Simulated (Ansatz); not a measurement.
**Convergence of Pb**

```yaml
crystal:
  lattice:
    - [0.00000, 2.46980, 2.46980]
    - [2.46980, 0.00000, 2.46980]
    - [2.46980, 2.46980, 0.00000]
  atoms:
    - { symbol: Pb, position: [0.00000, 0.00000, 0.00000] }
```

Structure: COD 9012959, as refined from experiment and not relaxed. It is an old determination, and later ones may differ.

Spin–orbit coupling is left out, though it moves levels of the heavy atoms by tenths of an eV or more.

The calculation used DFT, PBE, all-electron LAPW, scalar-relativistic (Ansatz 0.2.0).

Sampling and basis: a Γ-centred 13×13×13 k mesh, Fermi–Dirac smearing of 0.08 eV, basis error target 0.25 meV/atom, no spin polarisation. One setting is then changed at a time.

```json
{"filling": "Fermi–Dirac 0.08 eV (base)", "energy at zero smearing less the base's (meV/atom)": "0.0", "P (GPa)": "2.77", "cutoff chosen (eV)": "181"}
{"filling": "tetrahedron", "energy at zero smearing less the base's (meV/atom)": "-1.9", "P (GPa)": "–", "cutoff chosen (eV)": "181"}
{"filling": "Gaussian 0.2 eV", "energy at zero smearing less the base's (meV/atom)": "0.0", "P (GPa)": "2.77", "cutoff chosen (eV)": "181"}
{"filling": "Gaussian 0.05 eV", "energy at zero smearing less the base's (meV/atom)": "0.1", "P (GPa)": "?", "cutoff chosen (eV)": "181"}
{"filling": "Fermi–Dirac 0.15 eV", "energy at zero smearing less the base's (meV/atom)": "-0.6", "P (GPa)": "?", "cutoff chosen (eV)": "181"}
{"filling": "Fermi–Dirac 0.28 eV", "energy at zero smearing less the base's (meV/atom)": "-0.5", "P (GPa)": "3.03", "cutoff chosen (eV)": "181"}
```

(1) Give the missing entry: row "Gaussian 0.05 eV", column "P (GPa)".

(2) What belongs in the row "Fermi–Dirac 0.15 eV", column "P (GPa)"?

Results:

(1) 2.71.

(2) 2.84.
